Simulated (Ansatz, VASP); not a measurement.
**CaF2 (Fluorite) in VASP and in Ansatz**

```
Ca F
1.0
     0.00000    2.76694    2.76694
     2.76694    0.00000    2.76694
     2.76694    2.76694    0.00000
Ca F
1 2
Direct
  0.00000 0.00000 0.00000
  0.75000 0.75000 0.75000
  0.25000 0.25000 0.25000
```

Change from the starting cell: volume scaled by 1.04.

Alike in both runs: task single point; functional PBE; k mesh 8 × 8 × 8; occupations fermi-dirac, width 0.05 eV; no spin polarisation.

```csv
,VASP,Ansatz
version,VASP 6.6.1,Ansatz 0.2.0
potentials or method,"VASP PAW PBE potentials, release 64 (Ca_sv, F)",Ansatz PAW
plane-wave cutoff (eV),520,420
valence electrons in the cell,24,24
```

```csv
,VASP,Ansatz,Ansatz less VASP
gap on the k mesh at the Fermi level (eV),7.05,7.07,+0.021
least direct gap on the mesh (eV),7.30,7.32,+0.022
pressure (GPa),-0.8,-0.9,-0.19
```

Caveats: the pressure holds a Pulay correction of +0.6 GPa for the finite cutoff (Ansatz). A k mesh can miss the band edges.
